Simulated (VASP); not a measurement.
Write the native input for VASP 6.6.1 that does the following.

- Task: relaxation of cell and atoms
- Functional: SCAN
- Potentials or basis: VASP PAW PBE potentials, release 64 (Ni)
- Cutoff: 600 eV
- k mesh: 13 × 13 × 13
- Occupations: methfessel-paxton, width 0.1 eV
- Spin: collinear spin, ferromagnetic start
- Starting moments: [1.0] μB
- Further INCAR settings: ALGO = Normal; EDIFF = 1e-06; IBRION = 2; EDIFFG = -0.005; NSW = 60; ISIF = 3

The structure of Ni lies in POSCAR:

```
Ni
1.0
    0.0000000000      1.7375729330      1.7375729330
    1.7375729330      0.0000000000      1.7375729330
    1.7375729330      1.7375729330      0.0000000000
Ni
1
Direct
    0.0000000000      0.0000000000      0.0000000000
```

These files were run (other wordings do the same):

INCAR

```
PREC = Accurate
ENCUT = 600
EDIFF = 1E-6
ISMEAR = 1
SIGMA = 0.1
LREAL = F
LASPH = T
NELM = 120
ALGO = Normal
ISIF = 3
LWAVE = F
LCHARG = F
ISPIN = 2
MAGMOM = 1
LORBIT = 11
LMAXMIX = 4
METAGGA = SCAN
LMIXTAU = T
IBRION = 2
NSW = 60
EDIFFG = -0.005
```

KPOINTS

```
regular mesh
0
Gamma
  13 13 13
```

Potentials or basis: VASP PAW PBE potentials, release 64 (Ni).

Command:

```sh
$ cat potpaw_PBE.64/Ni/POTCAR > POTCAR
$ mpirun -np 1 vasp_std > vasp.out
```

Results of the run:

```json
{
  "Relaxed volume": "10.27 Å³/atom",
  "Relaxed cell": "a = 2.440 Å, b = 2.440 Å, c = 2.440 Å, α = 60.00°, β = 60.00°, γ = 60.00°",
  "Space group after relaxing (to 0.05 Å)": "Fm-3m (No. 225)",
  "Energy gained by relaxing": "1.3 meV/atom",
  "Ionic steps": "5",
  "Pressure after relaxing": "0.0 GPa",
  "Band gap on the k mesh": "none (metal or under the smearing width)",
  "Net moment": "0.67 μB per cell",
  "Site moments": "Ni +0.69 μB",
  "Valence electrons inside the program's atomic spheres": "Ni 9.45"
}
```

Caveat: the PAW data sets were made with another functional, which shifts forces and pressure a little.

Run time: 3.7 min on 1 thread of Intel(R) Xeon(R) Platinum 8559C (Emerald Rapids), with other jobs on the host, peak memory 0.17 GiB.
